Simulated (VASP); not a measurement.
# The (0 0 1) face of Te2Mo: relaxation and electronic structure

Aim: model the (0 0 1) face of Te2Mo by a slab and find how far its highest filled level lies below the vacuum. The start is a cell from a database of measured crystal structures.

Main program and level: VASP 6.6.1; PBE, no spin polarisation; plane waves and PAW (Te, Mo).

## Step 1: Starting point

It takes space group P6_3/mmc (No. 194, hexagonal). Conventional cell: a = 3.518 Å, b = 3.518 Å, c = 13.974 Å, α = 90.00°, β = 90.00°, γ = 120.00°. Nearest to Te lie 3 Mo at 2.72 Å. Mo has 6 Te at 2.72 Å nearest. Farther neighbours and most contacts between anions are not listed.

As a file:

```cif
data_structure
_symmetry_space_group_name_H-M 'P6_3/mmc'
_symmetry_Int_Tables_number 194
_cell_length_a 3.5182
_cell_length_b 3.5182
_cell_length_c 13.9736
_cell_angle_alpha 90.000
_cell_angle_beta 90.000
_cell_angle_gamma 120.000
_cell_volume 149.79
loop_
_atom_site_label
_atom_site_type_symbol
_atom_site_symmetry_multiplicity
_atom_site_Wyckoff_symbol
_atom_site_fract_x
_atom_site_fract_y
_atom_site_fract_z
_atom_site_occupancy
Te1 Te 4 f 0.66667 0.33333 0.37900 1
Mo1 Mo 2 c 0.66667 0.33333 0.75000 1
```

## Step 2: The bulk reference

The surface energy counts from the bulk crystal, run with the slab's cutoff and functional on a dense mesh.

Contents of INCAR:

```
SYSTEM = Te2Mo
PREC = Normal
ENCUT = 300
EDIFF = 1E-05
NELM = 120
ISMEAR = 0
SIGMA = 0.05
LREAL = .FALSE.
ALGO = Fast
GGA = PE
NBANDS = 24
LASPH = .TRUE.
LORBIT = 11
LWAVE = .FALSE.
LCHARG = .FALSE.
KPAR = 2
```

Contents of POSCAR:

```
Te2Mo
1.0
    3.5182000000      0.0000000000      0.0000000000
   -1.7591000000      3.0468505756      0.0000000000
    0.0000000000      0.0000000000     13.9736000000
Te Mo
4 2
Direct
    0.6666666667      0.3333333333      0.3790000000
    0.3333333333      0.6666666667      0.8790000000
    0.6666666667      0.3333333333      0.1210000000
    0.3333333333      0.6666666667      0.6210000000
    0.6666666667      0.3333333333      0.7500000000
    0.3333333333      0.6666666667      0.2500000000
```

Contents of KPOINTS:

```
Automatic mesh
0
Gamma
11 11 3
0 0 0
```

The projector-augmented-wave data sets are Te and Mo (PBE family, release 64).

Command:

```
mpirun -np 2 vasp_std
```

What it wrote:

```text
[banner, memory and clock lines left out]
running    2 mpi-ranks, on    1 nodes
 distrk:  each k-point on    1 cores,    2 groups
 distr:  one band on    1 cores,    1 groups

 POSCAR found type information on POSCAR TeMo
 POSCAR found :  2 types and       6 ions
 LDA part: xc-table for (Slater+PW92), standard interpolation
 POSCAR, INCAR and KPOINTS ok, starting setup
 FFT: planning ... GRIDC
 FFT: planning ... GRID_SOFT
 FFT: planning ... GRID
 WAVECAR not read
 entering main loop
       N       E                     dE             d eps       ncg     rms          rms(c)
DAV:   1     0.117582746945E+03    0.11758E+03   -0.10435E+04  1536   0.806E+02
DAV:   2    -0.289354690545E+02   -0.14652E+03   -0.14082E+03  2072   0.172E+02
DAV:   3    -0.371359971201E+02   -0.82005E+01   -0.81264E+01  1992   0.442E+01
DAV:   4    -0.373413974543E+02   -0.20540E+00   -0.20516E+00  2136   0.744E+00
DAV:   5    -0.373456051759E+02   -0.42077E-02   -0.42052E-02  2056   0.939E-01    0.233E+01
RMM:   6    -0.364185503477E+02    0.92705E+00   -0.46566E+00  1585   0.885E+00    0.933E+00
RMM:   7    -0.361834350550E+02    0.23512E+00   -0.23847E+00  1562   0.589E+00    0.613E+00
RMM:   8    -0.359931372502E+02    0.19030E+00   -0.75248E-01  1550   0.440E+00    0.697E-01
RMM:   9    -0.360073804559E+02   -0.14243E-01   -0.18736E-01  1778   0.172E+00    0.436E-01
RMM:  10    -0.360035196707E+02    0.38608E-02   -0.19579E-02  1757   0.615E-01    0.217E-01
RMM:  11    -0.360034550784E+02    0.64592E-04   -0.80728E-03  1731   0.397E-01    0.158E-01
RMM:  12    -0.360034366428E+02    0.18436E-04   -0.14516E-03  1941   0.186E-01    0.533E-02
RMM:  13    -0.360034494487E+02   -0.12806E-04   -0.31689E-04  2012   0.675E-02    0.421E-02
RMM:  14    -0.360034393529E+02    0.10096E-04   -0.58945E-05  1543   0.316E-02    0.247E-02
RMM:  15    -0.360034381672E+02    0.11858E-05   -0.17580E-05  1212   0.175E-02
   1 F= -.36003438E+02 E0= -.36003438E+02  d E =-.548623E-12
```

Wall time 12 s (2 MPI ranks of AMD EPYC 9R14 (Zen 4), shared host); peak memory 0.28 GiB.

Lines that name or quote the potential files are left out of all logs, and their timing lines are given in words.

From OUTCAR (step 2):

```text
ion  position               nearest neighbor table
   1  0.667  0.333  0.379-   6 2.72   6 2.72   6 2.72   3 3.61
   2  0.333  0.667  0.879-   5 2.72   5 2.72   5 2.72   4 3.61
   3  0.667  0.333  0.121-   6 2.72   6 2.72   6 2.72   1 3.61
   4  0.333  0.667  0.621-   5 2.72   5 2.72   5 2.72   2 3.61
   5  0.667  0.333  0.750-   2 2.72   4 2.72   2 2.72   4 2.72   2 2.72   4 2.72
   6  0.333  0.667  0.250-   1 2.72   3 2.72   1 2.72   3 2.72   1 2.72   3 2.72

  LATTYP: Found a hexagonal cell.
 ALAT       =     3.5182000000
 C/A-ratio  =     3.9718037633

 Subroutine GETGRP returns: Found 24 space group operations
 (whereof 12 operations were pure point group operations)

The static configuration has the point symmetry D_3d.
 The point group associated with its full space group is D_6h.

 Found     32 irreducible k-points:

   k-points           NKPTS =     32   k-points in BZ     NKDIM =     32   number of bands    NBANDS=     24

   dimension x,y,z NGX =    16 NGY =   16 NGZ =   60
   dimension x,y,z NGXF=    32 NGYF=   32 NGZF=  120

   ENCUT  =  300.0 eV  22.05 Ry    4.70 a.u.   4.97  4.97 19.73*2*pi/ulx,y,z

   NELECT =      36.0000    total number of electrons

 k-points in reciprocal lattice and weights: Automatic mesh
   0.00000000  0.00000000  0.00000000       0.003
   0.09090909  0.00000000  0.00000000       0.017
   0.18181818  0.00000000  0.00000000       0.017
   0.27272727  0.00000000  0.00000000       0.017
   0.36363636  0.00000000  0.00000000       0.017
   0.45454545  0.00000000  0.00000000       0.017
   0.09090909  0.09090909  0.00000000       0.017
   0.18181818  0.09090909  0.00000000       0.033
   0.27272727  0.09090909  0.00000000       0.033
[...]
0.27272727  0.27272727  0.33333333       0.033
   0.36363636  0.27272727  0.33333333       0.033

 average (electrostatic) potential at core
       1 -87.3880       2 -87.3880       3 -87.3880       4 -87.3880       5 -36.4263
       6 -36.4263

 E-fermi :   7.1474

 k-point     1 :       0.0000    0.0000    0.0000
  band No.  band energies     occupation
    ...
     14       5.8799      2.00000
     15       5.9148      2.00000
     16       5.9148      2.00000
     17       6.6391      2.00000
     18       6.9307      2.00000
     19       9.8712      0.00000
     20       9.8718      0.00000
     21      10.0076      0.00000
     22      10.0109      0.00000
     23      10.0827      0.00000
    ...

 k-point     2 :       0.0909    0.0000    0.0000
  band No.  band energies     occupation
    ...
     14       5.7672      2.00000
     15       5.8875      2.00000
     16       5.9088      2.00000
     17       6.8110      2.00000
     18       6.8375      2.00000
     19       9.4558      0.00000
     20       9.5525      0.00000
     21       9.5661      0.00000
     22       9.6862      0.00000
     23       9.8070      0.00000
    ...

 k-point     3 :       0.1818    0.0000    0.0000
  band No.  band energies     occupation
    ...
     14       5.4968      2.00000
     15       5.6454      2.00000
     16       5.9357      2.00000
     17       6.4040      2.00000
     18       6.5859      2.00000
     19       8.5967      0.00000
     20       8.9472      0.00000
     21       8.9480      0.00000
     22       9.2364      0.00000
     23       9.3236      0.00000
    ...

  Total        2.0250889      2.0250889      2.5591593      0.0000000     -0.0000000      0.0000000
  in kB       21.6608102     21.6608102     27.3733478      0.0000000     -0.0000000      0.0000000
  external PRESSURE =      23.5649894 kB  Pullay stress =       0.0000000 kB

  energy-cutoff  :      300.00
  volume of cell :      149.79
      direct lattice vectors                 reciprocal lattice vectors
     3.518200000  0.000000000  0.000000000     0.284236257  0.164103880  0.000000000
    -1.759100000  3.046850576  0.000000000     0.000000000  0.328207759  0.000000000
     0.000000000  0.000000000 13.973600000     0.000000000  0.000000000  0.071563520

 POSITION                                       TOTAL-FORCE (eV/Angst)
 -----------------------------------------------------------------------------------
      1.75910      1.01562      5.29599        -0.000000      0.000000      0.118905
     -0.00000      2.03123     12.28279        -0.000000     -0.000000      0.118905
      1.75910      1.01562      1.69081        -0.000000      0.000000     -0.118905
     -0.00000      2.03123      8.67761        -0.000000     -0.000000     -0.118905
      1.75910      1.01562     10.48020        -0.000000     -0.000000      0.000000
     -0.00000      2.03123      3.49340         0.000000      0.000000      0.000000
 -----------------------------------------------------------------------------------
    total drift:                               -0.000000      0.000000     -0.000000

  FREE ENERGIE OF THE ION-ELECTRON SYSTEM (eV)
  ---------------------------------------------------
  free  energy   TOTEN  =       -36.0034381672 eV

  energy  without entropy=      -36.0034381672  energy(sigma->0) =      -36.00343817

 total charge
# of ion       s       p       d       tot
------------------------------------------
    1        1.387   1.974   0.064   3.425
    2        1.387   1.974   0.064   3.425
    3        1.387   1.974   0.064   3.425
    4        1.387   1.974   0.064   3.425
    5        0.362   0.441   4.419   5.222
    6        0.362   0.441   4.419   5.222
--------------------------------------------------
tot          6.271   8.779   9.094  24.145

[... 3 further parts left out ...]
```

This run has no spin polarisation, so a moment on Mo, if there is one, isn't seen. The gap is read on the k-mesh alone, so it is an upper bound where the band edges lie off the mesh. The data set Mo keeps the semicore shell frozen, which is cheaper and a little less accurate.

This step gave:

```
electronic cycles                               : 15
electrons                                       : 36
free energy (TOTEN)                             : -36.00 eV
Fermi energy                                    : 7.147 eV
labelled metallic, from the levels on this mesh : no
gap on the k-mesh                               : 0.7422 eV
least direct gap on the k-mesh                  : 1.124 eV
```

Force by atom:

```tsv
atom	x (eV/Å)	y (eV/Å)	z (eV/Å)	size
Te1	0.000	0.000	0.119	0.119
Te2	0.000	0.000	0.119	0.119
Te3	0.000	0.000	-0.119	0.119
Te4	0.000	0.000	-0.119	0.119
Mo5	0.000	0.000	0.000	0.000
Mo6	0.000	0.000	0.000	0.000
```

The bulk cell was not relaxed and keeps forces of up to 0.12 eV/Å. A relaxed slab gains this strain too, so surface energies counted from it come out too low.

Energy at zero smearing: -36.00344 eV.

## Step 3: Surface relaxation

System of this step: Te2Mo. The cell holds 12 atoms: 8 Te and 4 Mo. Its edges and angles: a = 3.518 Å, b = 3.518 Å, c = 39.566 Å, α = 90.0°, β = 90.0°, γ = 120.0°. It derives from Te2Mo. The (0 0 1) slab of Te2Mo, cut from the database cell. Vacuum lies along c.

The free atoms relax, while those held by selective dynamics keep their cut positions.

INCAR: that of step 2 with these lines changed.

```diff
@@ -10,3 +10,3 @@
 GGA = PE
-NBANDS = 24
+NBANDS = 48
 LASPH = .TRUE.
@@ -16 +16,10 @@
 KPAR = 2
+IBRION = 2
+NSW = 40
+ISIF = 2
+EDIFFG = -0.03
+POTIM = 0.4
+MAXMIX = 40
+IDIPOL = 3
+LDIPOL = .TRUE.
+DIPOL = 0.5 0.5 0.5
```

Contents of POSCAR:

```
Te2Mo
1.0
    3.5181997507      0.0000000000      0.0000000000
   -1.7590998754      3.0468503598      0.0000000000
    0.0000000000      0.0000000000     39.5655888000
Te Mo
8 4
Selective dynamics
Direct
    0.3333333300      0.6666666700      0.1895586600  F F F
    0.3333333300      0.6666666700      0.2806779600  F F F
    0.6666666700      0.3333333300      0.3661464500  F F F
    0.6666666700      0.3333333300      0.4572657500  F F F
    0.3333333300      0.6666666700      0.5427342500  T T T
    0.3333333300      0.6666666700      0.6338535500  T T T
    0.6666666700      0.3333333300      0.7193220400  T T T
    0.6666666700      0.3333333300      0.8104413400  T T T
    0.6666666700      0.3333333300      0.2351183100  F F F
    0.3333333300      0.6666666700      0.4117061000  F F F
    0.6666666700      0.3333333300      0.5882939000  T T T
    0.3333333300      0.6666666700      0.7648816900  T T T
```

Contents of KPOINTS:

```
Automatic mesh
0
Gamma
6 6 1
0 0 0
```

Command:

```
mpirun -np 2 vasp_std
```

What it wrote:

```text
[banner, memory and clock lines left out]
running    2 mpi-ranks, on    1 nodes
[...]
LDA part: xc-table for (Slater+PW92), standard interpolation
 POSCAR, INCAR and KPOINTS ok, starting setup
[...]
entering main loop
       N       E                     dE             d eps       ncg     rms          rms(c)
DAV:   1     0.304351824009E+03    0.30435E+03   -0.19962E+04   680   0.780E+02
DAV:   2    -0.447957526559E+02   -0.34915E+03   -0.33634E+03   912   0.179E+02
DAV:   3    -0.731795289357E+02   -0.28384E+02   -0.27767E+02   800   0.548E+01
DAV:   4    -0.747075455058E+02   -0.15280E+01   -0.15187E+01  1064   0.128E+01
[...]
RMM:  22    -0.720211214803E+02   -0.11392E-04   -0.65981E-07   278   0.332E-03    0.134E-03
RMM:  23    -0.720211315742E+02   -0.10094E-04   -0.27370E-07   202   0.283E-03    0.845E-04
RMM:  24    -0.720211333948E+02   -0.18206E-05   -0.95496E-08   180   0.259E-03
   1 F= -.72021133E+02 E0= -.72021133E+02  d E =-.720211E+02
[... from here on, the cycles between the ionic steps are left out ...]
   2 F= -.72023684E+02 E0= -.72023684E+02  d E =-.255018E-02
   4 F= -.72024704E+02 E0= -.72024704E+02  d E =-.224445E-03
   7 F= -.72025797E+02 E0= -.72025797E+02  d E =-.796704E-04
  10 F= -.72026719E+02 E0= -.72026719E+02  d E =-.100101E-02
  13 F= -.72032857E+02 E0= -.72032857E+02  d E =-.713901E-02
  16 F= -.72044504E+02 E0= -.72044504E+02  d E =-.722216E-02
  19 F= -.72046837E+02 E0= -.72046837E+02  d E =-.233311E-02
  22 F= -.72049382E+02 E0= -.72049382E+02  d E =-.228608E-02
  25 F= -.72051157E+02 E0= -.72051157E+02  d E =-.177583E-02
  28 F= -.72053652E+02 E0= -.72053652E+02  d E =-.106803E-02
  31 F= -.72057902E+02 E0= -.72057902E+02  d E =-.424980E-02
  34 F= -.72059939E+02 E0= -.72059939E+02  d E =-.119922E-02
  37 F= -.72063247E+02 E0= -.72063247E+02  d E =-.450735E-02
  39 F= -.72066014E+02 E0= -.72066014E+02  d E =-.276653E-02
  40 F= -.72069157E+02 E0= -.72069157E+02  d E =-.590938E-02
[...]
opt :   2.3368  next Energy=   -72.072204 (dE=-0.896E-02)
```

Elapsed: 7.6 min, on 2 MPI ranks; peak memory 0.43 GiB.

From OUTCAR (step 3):

```text
 dipolmoment           0.000000      0.000000     -0.002605 electrons x Angstroem

 k-point     1 :       0.0000    0.0000    0.0000
  band No.  band energies     occupation
    ...
     32       2.5420      2.00000
     33       2.6102      2.00000
     34       3.0369      2.00000
     35       3.2915      2.00000
     36       3.4594      2.00000
     37       6.4832      0.00000
     38       6.4832      0.00000
     39       6.5258      0.00000
     40       6.5259      0.00000
     41       6.5430      0.00000
    ...

  Total        3.1011763      3.1011763      2.0874950     -0.0000000     -0.0000000     -0.0000000
  in kB       11.7151481     11.7151481      7.8858184     -0.0000000     -0.0000000     -0.0000000
  external PRESSURE =      10.4387049 kB  Pullay stress =       0.0000000 kB

 POSITION                                       TOTAL-FORCE (eV/Angst)
 -----------------------------------------------------------------------------------
     -0.00000      2.03123      7.50000         0.000000     -0.000000     -0.202023
     -0.00000      2.03123     11.10519         0.000000     -0.000000      0.131673
      1.75910      1.01562     14.48680        -0.000000      0.000000     -0.126793
      1.75910      1.01562     18.09199        -0.000000      0.000000      0.165649
     -0.00000      2.03123     21.62537         0.000000      0.000000     -0.002627
     -0.00000      2.03123     25.25848         0.000000      0.000000     -0.008527
      1.75910      1.01562     29.16984        -0.000000      0.000000     -0.077190
      1.75910      1.01562     32.81173         0.000000     -0.000000     -0.161519
      1.75910      1.01562      9.30259        -0.000000      0.000000     -0.058060
     -0.00000      2.03123     16.28939        -0.000000      0.000000      0.015977
      1.75910      1.01562     23.43955         0.000000     -0.000000      0.074086
     -0.00000      2.03123     30.97971         0.000000     -0.000000      0.249354
 -----------------------------------------------------------------------------------
    total drift:                               -0.000000     -0.000001      0.003317

  FREE ENERGIE OF THE ION-ELECTRON SYSTEM (eV)
  ---------------------------------------------------
  free  energy   TOTEN  =       -72.0691568401 eV

  energy  without entropy=      -72.0691568401  energy(sigma->0) =      -72.06915684

 vacuum level on the upper side and lower side of the slab         8.187         8.227

[... 19 further parts left out ...]
[key lines of the parts left out:]
E-fermi :   3.7205
```

CONTCAR:

```
Te2Mo
   1.00000000000000
     3.5181997507000000    0.0000000000000000    0.0000000000000000
    -1.7590998754000000    3.0468503598000001    0.0000000000000000
     0.0000000000000000    0.0000000000000000   39.5655888000000004
  Te              Mo
     8     4
Selective dynamics
Direct
     0.3333333300000021    0.6666666699999979    0.1895586600000030   F   F   F
     0.3333333300000021    0.6666666699999979    0.2806779599999984   F   F   F
     0.6666666699999979    0.3333333300000021    0.3661464500000022   F   F   F
     0.6666666699999979    0.3333333300000021    0.4572657499999977   F   F   F
     0.3333333300000021    0.6666666699999979    0.5465701432695497   T   T   T
     0.3333333300000021    0.6666666699999979    0.6383950523579405   T   T   T
     0.6666666699999979    0.3333333300000021    0.7372528708155393   T   T   T
     0.6666666699999979    0.3333333300000021    0.8292997653966065   T   T   T
     0.6666666699999979    0.3333333300000021    0.2351183099999972   F   F   F
     0.3333333300000021    0.6666666699999979    0.4117061000000035   F   F   F
     0.6666666699999979    0.3333333300000021    0.5924225245163679   T   T   T
     0.3333333300000021    0.6666666699999979    0.7829962970241701   T   T   T
```

The steps of the relaxation (22 of 40):

```tsv
step	energy less that of the first step (eV)	largest force (eV/Å)
1	0.0000	0.2014
3	-0.0033	0.0618
5	-0.0043	0.1315
7	-0.0047	0.2865
8	-0.0048	0.2852
10	-0.0056	0.2960
12	-0.0084	0.3274
14	-0.0161	0.4597
16	-0.0234	0.1266
18	-0.0254	0.1378
20	-0.0260	0.2174
21	-0.0269	0.1808
23	-0.0292	0.1188
25	-0.0300	0.2152
27	-0.0321	0.0983
29	-0.0331	0.1332
31	-0.0368	0.1192
33	-0.0376	0.1920
34	-0.0388	0.1515
36	-0.0412	0.4937
38	-0.0429	0.3420
40	-0.0480	0.2493
```

The atoms that moved most (Å):

```tsv
atom	dx	dy	dz	length
Te8	0.000	0.000	0.746	0.746
Mo12	0.000	0.000	0.717	0.717
Te7	0.000	0.000	0.709	0.709
Te6	0.000	0.000	0.180	0.180
Mo11	0.000	0.000	0.163	0.163
Te5	0.000	0.000	0.152	0.152
```

Final coordinates:

```xyz
12
Lattice="3.5182 0.0000 0.0000 -1.7591 3.0469 0.0000 0.0000 0.0000 39.5656" Properties=species:S:1:pos:R:3
Te    0.0000    2.0312    7.5000
Te    0.0000    2.0312   11.1052
Te    1.7591    1.0156   14.4868
Te    1.7591    1.0156   18.0920
Te    0.0000    2.0312   21.6254
Te    0.0000    2.0312   25.2585
Te    1.7591    1.0156   29.1698
Te    1.7591    1.0156   32.8117
Mo    1.7591    1.0156    9.3026
Mo    0.0000    2.0312   16.2894
Mo    1.7591    1.0156   23.4396
Mo    0.0000    2.0312   30.9797
```

The run used up its steps with a largest force of 0.25 eV/Å at its last finished step, so it is continued.

(Part 1 of 5 ends here.)

[Lines on the potential files, build, host, timing and source positions are cut from VASP's logs without a mark.]

[Logs are printed without paths, hosts, clocks, repeated set-up lines and the standing remarks that a program may print on its own settings, such as how far it seeks lower states.]

[Hosts, paths, dates, database ids (printed as entryN), source tags and the programs' standing remarks are cut or masked in the printed files.]

[In band tables of VASP the shares of atoms and orbitals are scaled to a sum of 1 inside the atoms' spheres.]

[Runs that stopped without an error message from VASP are left out.]
